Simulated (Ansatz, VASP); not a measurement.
# GaSb in VASP and in Ansatz

```xyz
2
Lattice="-2.7534 2.7534 1.5907 2.7534 -2.7534 1.5907 2.7534 2.7534 -1.5907" Properties=species:S:1:pos:R:3 pbc="T T T"
Ga    2.7534    0.0000    0.7954
Sb    0.0000    0.0000    0.0000
```

Measurements of this composition are mostly on another form, of space group No. 216.

Alike in both runs: task single point; functional LDA; k mesh 18 × 18 × 18; occupations gaussian, width 0.15 eV; no spin polarisation.

```csv
,VASP,Ansatz
version,VASP 6.6.1,Ansatz 0.2.0
potentials or method,"VASP PAW LDA potentials, release 64 (Ga_d, Sb)","scalar-relativistic, plane waves, PAW"
plane-wave cutoff (eV),520,420
valence electrons in the cell,18,28
```

|  | VASP | Ansatz | Ansatz less VASP |
| --- | --- | --- | --- |
| gap on the k mesh at the Fermi level (eV) | none | none | - |
| pressure (GPa) | -4.1 | -4.3 | -0.12 |
| largest component of the traceless stress (GPa) | 0.29 | 0.28 | -0.011 |

A gap of «none» marks a metal or a gap that the smearing closes. The two sets of potentials don't hold the same shells in valence.

The runs have no spin-orbit coupling, so splittings on Sb are missing.
